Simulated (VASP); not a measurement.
Wanted: the native input for a VASP 6.6.1 run.

```
Task                   : relaxation of cell and atoms
Functional             : PBE
Potentials or basis    : VASP PAW PBE potentials, release 64 (V_sv, O)
Cutoff                 : 600 eV
k mesh                 : 6 × 6 × 10
Occupations            : gaussian, width 0.03 eV
Spin                   : collinear spin, ferromagnetic start
Starting moments       : [1.0, 1.0, 0.0, 0.0, 0.0, 0.0] μB
Hubbard terms          : V d U = 3.25 eV
Further INCAR settings : ALGO = Normal; EDIFF = 1e-06; AMIX = 0.2; BMIX = 0.0001; IBRION = 2; EDIFFG = -0.01; NSW = 90; ISIF = 3
```

The structure of VO2 lies in POSCAR:

```
VO2
1.0
    4.5300000000      0.0000000000      0.0000000000
    0.0000000000      4.5300000000      0.0000000000
    0.0000000000      0.0000000000      2.8690000000
V O
2 4
Direct
    0.0000000000      0.0000000000      0.0000000000
    0.5000000000      0.5000000000      0.5000000000
    0.3050000000      0.3050000000      0.0000000000
    0.1950000000      0.8050000000      0.5000000000
    0.6950000000      0.6950000000      0.0000000000
    0.8050000000      0.1950000000      0.5000000000
```

These files were run (other wordings do the same):

INCAR

```
PREC = Accurate
ENCUT = 600
EDIFF = 1E-6
ISMEAR = 0
SIGMA = 0.03
LREAL = F
LASPH = T
NELM = 150
ALGO = Normal
ISIF = 3
LWAVE = F
LCHARG = F
ISPIN = 2
MAGMOM = 1 1 0 0 0 0
LORBIT = 11
LMAXMIX = 4
LDAU = T
LDAUTYPE = 2
LDAUL = 2 -1
LDAUU = 3.25 0
LDAUJ = 0 0
LDAUPRINT = 1
GGA = PE
IBRION = 2
NSW = 90
EDIFFG = -0.01
AMIX = 0.2
BMIX = 1E-4
AMIX_MAG = 0.8
BMIX_MAG = 1E-4
KPAR = 2
```

KPOINTS

```
regular mesh
0
Gamma
  6 6 10
```

Potentials or basis: VASP PAW PBE potentials, release 64 (V_sv, O).

Run with:

```bash
$ cat potpaw_PBE.64/V_sv/POTCAR potpaw_PBE.64/O/POTCAR > POTCAR
$ mpirun -np 2 vasp_std > vasp.out
```

Results of the run:

```yaml
Relaxed_volume: 10.50 Å³/atom
Relaxed_cell: a = 4.624 Å, b = 4.624 Å, c = 2.947 Å, α = 90.00°, β = 90.00°, γ = 90.00°
Space_group_after_relaxing_to_0.05_Å: P4_2/mnm (No. 136)
Energy_gained_by_relaxing: 32.3 meV/atom
Ionic_steps: 8
Pressure_after_relaxing: 0.0 GPa
Band_gap_on_the_k_mesh: 0.04 eV, indirect (least direct gap 0.05 eV)
Net_moment: 2.00 μB per cell
Site_moments: V +1.00; O -0.02 μB
Valence_electrons_inside_the_program's_atomic_spheres: V 11.31; O 5.05
```

Wall time 15 min on 2 MPI ranks on Intel(R) Xeon(R) Platinum 8488C (Sapphire Rapids) (shared host), peak memory 0.33 GiB a rank.
